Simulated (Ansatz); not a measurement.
Here is an Ansatz 0.2.0 calculation.

The input input.yaml:

```yaml
crystal:
  lattice:
    - [0.0, 2.3656004428, 3.9098401324]
    - [2.1922454667, 0.0, 3.9098401324]
    - [2.1922454667, 2.3656004428, 0.0]
  atoms:
    - { symbol: I, position: [0.0, 0.0, 0.0] }
hamiltonian:
  xc: pbe0
  pseudopotentials: { kind: paw }
kpoints:
  mp_grid: { grid: [5, 5, 5] }
scf:
  occupations: { method: fermi_dirac, width: 0.05 }
output:
  forces: true
  stress: true
  eigenvalues: true
```

Potentials or basis: Ansatz PAW.

The run is started by

```console
$ ansatz run input.yaml --threads 2 --pin off --max-ram 5632MiB --backend cpu --events-out ev --progress --plain --runs-dir out
```

Problem. Estimate the pressure.

Solution. -1.0 GPa.

Problem. What does it give for the band gap on the k mesh?

Solution. None (metal or under the smearing width).

Stress tensor (GPa, compression positive):
```
-2.29  0.00  0.00
 0.00 -1.26  0.00
 0.00  0.00  0.51
```

Caveat: the k mesh is coarse (spacing up to 0.42 Å⁻¹), so the values aren't converged, least of all with exact exchange; an odd number of electrons without spin polarisation forces a metal; a magnetic or distorted state may lie lower; the PAW data sets come from PBE, with cores solved anew for the run's functional, which leaves a small shift of forces and pressure; the thresholds are loose for stress. Spin-orbit coupling is left out, which matters for the levels of I.
